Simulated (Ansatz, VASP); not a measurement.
Pd: VASP beside Ansatz

```
CELL_PARAMETERS angstrom
2.72327 0.00000 0.00000
-0.90776 2.56752 0.00000
-0.90776 -1.28376 2.22354
ATOMIC_POSITIONS crystal
Pd 0.00000 0.00000 0.00000
```

Alike in both runs: functional PBEsol; dispersion D4; k mesh 12 × 12 × 12; occupations fermi-dirac, width 0.02 eV; no spin polarisation.

```csv
,VASP,Ansatz
version,VASP 6.6.1,Ansatz 0.2.0
potentials or method,"VASP PAW PBE potentials, release 64 (Pd), cutoff 520 eV",all-electron PAW datasets made for the crystal
task,single point,electron localisation function
```

|  | VASP | Ansatz | Ansatz less VASP |
| --- | --- | --- | --- |
| gap on the k mesh at the Fermi level (eV) | none | none | - |
| pressure (GPa) | -13.1 | -12.8 | +0.33 |
| dispersion energy (meV/atom) | -272.9 | -273.0 | -0.13 |

A gap of «none» marks a metal or a gap that the smearing closes. Ansatz ran all-electron here, so the differences hold the error of VASP's frozen core and of both bases.

Caveats: pairwise dispersion overbinds metals, which lowers pressure and volume; the PAW data sets were made with another functional, which shifts forces and pressure a little (VASP).
